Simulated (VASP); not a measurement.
# Ni (P6_3/mmc) in VASP: a series of runs, part 2 of 2

VASP 6.6.1.

**4. Single point, PBE, collinear spin, ferromagnetic start**

Input file INCAR:

```
  ADDGRID = F
  ALGO = Normal
  EDIFF = 1E-6
  ENCUT = 450
  GGA = PE
  ISIF = 2
  ISMEAR = 0
  ISPIN = 2
  LASPH = T
  LCHARG = F
  LMAXMIX = 4
  LORBIT = 11
  LREAL = F
  LWAVE = F
  MAGMOM = 1 1
  NBANDS = 21
  NELM = 100
  PREC = Accurate
  SIGMA = 0.05
```

Input file KPOINTS:

```
k-points
0
Gamma
  19 19 10
```

Input file POSCAR:

```
Ni
1.0
    2.4480228978      0.0000000000      0.0000000000
   -1.2240114489      2.1200500186      0.0000000000
    0.0000000000      0.0000000000      4.0728075700
Ni
2
Direct
    0.6666666667      0.3333333333      0.7500000000
    0.3333333333      0.6666666667      0.2500000000
```

Potentials or basis: VASP PAW PBE potentials, release 64 (Ni).

Command:

```console
> cat potpaw_PBE.64/Ni/POTCAR > POTCAR
> mpirun -np 1 vasp_std > vasp.out
```

OUTCAR:

```text
EDIFF = 1E-6
   ENCUT = 450
   GGA = PE
   ISIF = 2
   ISMEAR = 0
   ISPIN = 2
   LASPH = T
   LORBIT = 11
   LREAL = F
   NELM = 100
   PREC = Accurate

 Found    240 irreducible k-points:

 Following reciprocal coordinates:
            Coordinates               Weight
  0.000000  0.000000  0.000000      1.000000
  0.052632 -0.000000  0.000000      6.000000
  0.105263 -0.000000  0.000000      6.000000
  0.157895  0.000000  0.000000      6.000000
  0.210526 -0.000000  0.000000      6.000000
  0.263158 -0.000000  0.000000      6.000000
   k-points           NKPTS =    240   k-points in BZ     NKDIM =    240   number of bands    NBANDS=     21
   number of dos      NEDOS =    301   number of ions     NIONS =      2
   total plane-waves  NPLWV =   9072
   dimension x,y,z NGX =    18 NGY =   18 NGZ =   28
   dimension x,y,z NGXF=    36 NGYF=   36 NGZF=   56
   ions per type =               2
   NGX,Y,Z   is equivalent  to a cutoff of  12.22, 12.22, 11.43 a.u.
   NGXF,Y,Z  is equivalent  to a cutoff of  24.45, 24.45, 22.86 a.u.
 SYSTEM =  unknown system
[... 221 lines left out ...]
      4       8.0695      1.00000
      5       8.0695      1.00000
      6       8.3514      1.00000
[... 133 lines left out ...]
     20      38.2853      0.00000
     21      38.8022      0.00000

 [... further k-points ...]

------------------------ aborting loop because EDIFF is reached ----------------------------------------

  FORCE on cell =-STRESS in cart. coord.  units (eV):
  Direction    XX          YY          ZZ          XY          YZ          ZX
  --------------------------------------------------------------------------------------
  -------------------------------------------------------------------------------------
  Total        1.0027400      1.0027400      0.5962079      0.0000000      0.0000000      0.0000000
  in kB       76.0052232     76.0052232     45.1910919      0.0000000      0.0000000      0.0000000
  external PRESSURE =      65.7338461 kB  Pullay stress =       0.0000000 kB

 VOLUME and BASIS-vectors are now :
 -----------------------------------------------------------------------------
  energy-cutoff  :      450.00
  volume of cell :       21.14
      direct lattice vectors                 reciprocal lattice vectors
     2.448022898  0.000000000  0.000000000     0.408492911  0.235843492  0.000000000
    -1.224011449  2.120050019  0.000000000     0.000000000  0.471686984  0.000000000
     0.000000000  0.000000000  4.072807570     0.000000000  0.000000000  0.245530873

 POSITION                                       TOTAL-FORCE (eV/Angst)
 -----------------------------------------------------------------------------------
      1.22401      0.70668      3.05461        -0.000000      0.000000      0.000000
     -0.00000      1.41337      1.01820         0.000000     -0.000000      0.000000
 -----------------------------------------------------------------------------------
    total drift:                               -0.000000      0.000000     -0.000000

  FREE ENERGIE OF THE ION-ELECTRON SYSTEM (eV)
  ---------------------------------------------------
  free  energy   TOTEN  =       -10.8723030810 eV

  energy  without entropy=      -10.8664860875  energy(sigma->0) =      -10.86939458

 total charge

# of ion       s       p       d       tot
------------------------------------------
    1        0.509   0.524   8.331   9.364
    2        0.509   0.524   8.331   9.364
--------------------------------------------------
tot          1.019   1.048  16.661  18.728

 magnetization (x)

# of ion       s       p       d       tot
------------------------------------------
    1       -0.005  -0.025   0.667   0.637
    2       -0.005  -0.025   0.667   0.637
--------------------------------------------------
tot         -0.010  -0.049   1.333   1.274
```

OSZICAR:

```text
N       E                     dE             d eps       ncg     rms          rms(c)
DAV:   1     0.891843764930E+02    0.89184E+02   -0.83344E+03 21706   0.127E+03
DAV:   2    -0.790414259996E+01   -0.97089E+02   -0.89602E+02 20515   0.221E+02
DAV:   3    -0.128627793395E+02   -0.49586E+01   -0.48039E+01 22986   0.580E+01
DAV:   4    -0.129208515469E+02   -0.58072E-01   -0.58036E-01 23162   0.584E+00
DAV:   5    -0.129224320462E+02   -0.15805E-02   -0.15804E-02 23165   0.968E-01    0.145E+01
DAV:   6    -0.114940105643E+02    0.14284E+01   -0.68609E+00 23861   0.569E+01    0.837E+00
DAV:   7    -0.109089200696E+02    0.58509E+00   -0.14343E+00 23381   0.228E+01    0.281E+00
DAV:   8    -0.108783428534E+02    0.30577E-01   -0.12159E-02 28634   0.139E+00    0.137E+00
DAV:   9    -0.108735366215E+02    0.48062E-02   -0.67738E-04 30462   0.297E-01    0.407E-01
DAV:  10    -0.108722997327E+02    0.12369E-02   -0.13157E-04 33258   0.220E-01    0.473E-02
DAV:  11    -0.108723171059E+02   -0.17373E-04   -0.30147E-05 26294   0.700E-02    0.369E-02
DAV:  12    -0.108723028747E+02    0.14231E-04   -0.25327E-06 24770   0.243E-02    0.181E-02
DAV:  13    -0.108723030810E+02   -0.20628E-06   -0.16824E-06 16843   0.139E-02
   1 F= -.10872303E+02 E0= -.10869395E+02  d E =-.581699E-02  mag=     1.2559
```

stdout:

```text
POSCAR found type information on POSCAR Ni
 POSCAR found :  1 types and       2 ions
 scaLAPACK will be used
 LDA part: xc-table for (Slater+PW92), standard interpolation
 POSCAR, INCAR and KPOINTS ok, starting setup
 FFT: planning ... GRIDC
 FFT: planning ... GRID_SOFT
 FFT: planning ... GRID
 WAVECAR not read
 entering main loop
```

It took 63 s on 1 thread of AMD EPYC 9R45 (Zen 5), shared host; peak memory 0.19 GiB.

These settings aren't checked as converged: the numbers below hold their error.

What came out:

| Quantity | Value |
| --- | --- |
| Free energy | -10.8723 eV |
| Pressure | 6.6 GPa |
| Band gap on the k mesh | none (metal or under the smearing width) |
| Net moment | 1.26 μB per cell |
| Site moments | Ni +0.64 μB |
| Valence electrons inside the program's atomic spheres | Ni 9.36 |

**5. The reference run**

An earlier run on the cell as given: functional PBE; potentials or basis VASP PAW PBE potentials, release 64 (Ni); cutoff 520 eV; k mesh 12 × 12 × 7; occupations fermi-dirac, width 0.05 eV; collinear spin, ferromagnetic start; starting moments [1.0, 1.0] μB.

- Pressure: 7.0 GPa
- Band gap on the k mesh: none (metal or under the smearing width)
- Net moment: 1.27 μB per cell
- Site moments: Ni +0.64 μB
- Valence electrons inside the program's atomic spheres: Ni 9.36
